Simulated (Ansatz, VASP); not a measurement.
**Two plane-wave programs on Ag**

The input POSCAR:

```
Ag
1.0
    0.0000000000      2.0427500000      2.0427500000
    2.0427500000      0.0000000000      2.0427500000
    2.0427500000      2.0427500000      0.0000000000
Ag
1
Direct
    0.0000000000      0.0000000000      0.0000000000
```

INCAR.step1

```
SYSTEM = Ag
PREC = Accurate
ENCUT = 600
EDIFF = 1E-5
ISMEAR = -1
SIGMA = 0.05
LREAL = .FALSE.
LASPH = .TRUE.
NELM = 60
ALGO = Normal
LWAVE = .TRUE.
LCHARG = .FALSE.
GGA = PE
```

INCAR.step2

```
SYSTEM = Ag
PREC = Accurate
ENCUT = 600
EDIFF = 1E-6
ISMEAR = -1
SIGMA = 0.05
LREAL = .FALSE.
LASPH = .TRUE.
NELM = 60
ALGO = Normal
ISIF = 3
LWAVE = .FALSE.
LCHARG = .FALSE.
GGA = PE
LHFCALC = .TRUE.
HFSCREEN = 0.3
PRECFOCK = Normal
IBRION = 2
NSW = 60
EDIFFG = -0.005
ISTART = 1
```

Contents of KPOINTS:

```
Automatic mesh
0
G
  6 6 6
  0 0 0
```

The input input.yaml:

```yaml
crystal:
  lattice:
    - [0.0, 2.04275, 2.04275]
    - [2.04275, 0.0, 2.04275]
    - [2.04275, 2.04275, 0.0]
  atoms:
    - { symbol: Ag, position: [0.0, 0.0, 0.0] }
hamiltonian:
  xc: { exchange: pbe, correlation: pbe, exx: { coeff: 0.25, omega: 0.3 } }
  pseudopotentials: { kind: paw }
kpoints:
  mp_grid: { grid: [6, 6, 6] }
scf:
  occupations: { method: fermi_dirac, width: 0.05 }
output:
  forces: true
  stress: true
relax:
  f_tol: 0.01
  max_steps: 40
  cell: { stress_tol: 0.05 }
```

Alike in both runs: task relaxation of cell and atoms; functional HSE03; k mesh 6 × 6 × 6; occupations fermi-dirac, width 0.05 eV; no spin polarisation.

|  | VASP | Ansatz |
| --- | --- | --- |
| version | VASP 6.6.1 | Ansatz 0.2.0 |
| potentials or method | VASP PAW PBE potentials, release 64 (Ag) | Ansatz PAW |
| plane-wave cutoff (eV) | 600 | 420 |
| valence electrons in the cell | 11 | 19 |

|  | VASP | Ansatz | Ansatz less VASP |
| --- | --- | --- | --- |
| gap on the k mesh at the Fermi level, each at its own relaxed structure (eV) | none | none | - |
| relaxed volume (Å³/atom) | 18.05 | 18.06 | +0.008 |
| relaxed cell length with the largest relative difference (Å) | 2.945 | 2.945 | +0.0004 |
| energy change over the relaxation (meV/atom) | -14 | -14 | +0.3 |

A gap of «none» marks a metal or a gap that the smearing closes. The two sets of potentials don't hold the same shells in valence.

Caveats: the k mesh is coarse (spacing up to 0.44 Å⁻¹), so the values aren't converged, least of all with exact exchange; the PAW data sets were made with another functional, which shifts forces and pressure a little (VASP); the plane-wave basis is chosen anew once the cell has moved, so the energies of steps on either side of that aren't comparable (Ansatz); the PAW data sets come from PBE, with cores solved anew for the run's functional, which leaves a small shift of forces and pressure (Ansatz). Zero-point motion and thermal expansion aren't in these numbers.
